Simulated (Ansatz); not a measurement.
## Equation of state of TiO₂ from a dense series

```xyz
6
Lattice="-1.8925 1.8925 4.7570 1.8925 -1.8925 4.7570 1.8925 1.8925 -4.7570" Properties=species:S:1:pos:R:3 pbc="T T T"
Ti    0.0000    0.0000    0.0000
Ti    0.0000    1.8925    2.3785
O     0.0000    0.0000    1.9656
O     0.0000    1.8925    4.3441
O     0.0000    1.8925    0.4129
O     0.0000    0.0000    7.5484
```

Atom numbers follow the list: Ti1, Ti2, O3, O4, O5, O6.

The geometry is COD entry 9009086, unchecked; take it as a test cell.

Computed with DFT, PBE, all-electron LAPW, scalar-relativistic (Ansatz 0.2.0).

The runs use a Γ-centred 13×13×13 k mesh, Fermi–Dirac smearing of 0.08 eV, basis error target 1 meV/atom, no spin polarisation.

The cell is scaled evenly. Fractional coordinates are held (clamped ions).

| V (Å³/atom) | P (GPa) |
| --- | --- |
| 10.904 | 16.18 |
| 11.131 | 10.80 |
| 11.245 | 8.32 |
| 11.358 | 5.95 |
| 11.472 | 3.71 |
| 11.585 | 1.58 |
| 11.813 | -2.37 |
| 12.040 | -5.94 |

(1) Fit a third-order Birch–Murnaghan curve to the pressures.

(2) Predict the pressure at the withheld volume, 10.677 Å³/atom.

Results:

(1) P = (3B0/2)(y^(7/2) − y^(5/2))[1 + (3/4)(B0′ − 4)(y − 1)] with y = (V0/V)^(2/3) fits within 0.01 GPa for V0 = 11.673 Å³/atom, B0 = 205.2 GPa and B0′ = 4.24.

(2) There y = 1.0613, so the fit gives 22.15 GPa; the run gave 22.14 GPa.
